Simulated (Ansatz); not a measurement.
Runs of Ansatz 0.2.0 on Sb. The structure is cubic, space group Im-3m (No. 229). The conventional cell has a = 3.743 Å, b = 3.743 Å, c = 3.743 Å, α = 90.00°, β = 90.00°, γ = 90.00°. Sb (site symmetry m-3m) is surrounded by 8 Sb at 3.24 Å. This isn't the form of Sb at room conditions, which is rhombohedral.

| screening (1/Å) | gap on the mesh (eV) | pressure (GPa) |
| --- | --- | --- |
| 0.3 | none | -0.6 |
| 0.15 | none | (a) |
| 0.2 | none | -0.9 |
| 0.4 | none | -0.3 |
| 0.1 | none | (b) |

Alike in all rows: task single point; level HSE06 form with a typed share of exact exchange; potentials or basis Ansatz PAW; no spin polarisation; cell as given; k mesh 5 × 5 × 5; cutoff (eV) 420; smearing fermi-dirac 0.05 eV; the mesh is coarse, so values aren't converged.

Fill in the values left out.

(a) -1.1; (b) -1.9.

Caveats: all runs use coarse meshes; the PAW data sets come from PBE, with cores solved anew for the run's functional, which leaves a small shift of forces and pressure; the thresholds are loose for stress.

A k mesh can miss the band edges, and the runs leave out spin-orbit coupling on Sb.

A gap of «none» marks a metal or a gap under the smearing width.
